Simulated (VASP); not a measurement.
The system is In.

```
In
1.0
    -1.88253    1.88253    1.88253
     1.88253   -1.88253    1.88253
     1.88253    1.88253   -1.88253
In
1
Cartesian
  0.0000 0.0000 0.0000
```

This isn't the form of In at room conditions, which is tetragonal.

| Item | Value |
| --- | --- |
| Program | VASP 6.6.1 |
| Task | relaxation of cell and atoms |
| Functional | PW91 |
| Potentials or basis | VASP PAW PBE potentials, release 64 (In_d) |
| Cutoff | 600 eV |
| k mesh | 10 × 10 × 10 |
| Occupations | fermi-dirac, width 0.05 eV |
| Spin | no spin polarisation |

At the start: pressure 1.6 GPa; volume 26.69 Å³/atom.

Where does the relaxation end?

Over 3 steps the energy falls by 5.4 meV/atom and the volume is 27.82 Å³/atom (+4.3 %); space group Im-3m (No. 229, to 0.05 Å).

The path:
| step | energy change (eV) | largest force (eV/Å) | pressure (GPa) | volume (Å³) |
| --- | --- | --- | --- | --- |
| 1 | 0.0000 | 0.0000 | 1.57 | 26.69 |
| 2 | -0.0054 | 0.0000 | 0.14 | 27.71 |
| 3 | -0.0054 | 0.0000 | -0.01 | 27.82 |

Final structure:
```
In
1.0
    -1.90893    1.90893    1.90893
     1.90893   -1.90893    1.90893
     1.90893    1.90893   -1.90893
In
1
Cartesian
  0.0000 0.0000 0.0000
```

Caveat: the PAW data sets were made with another functional, which shifts forces and pressure a little.
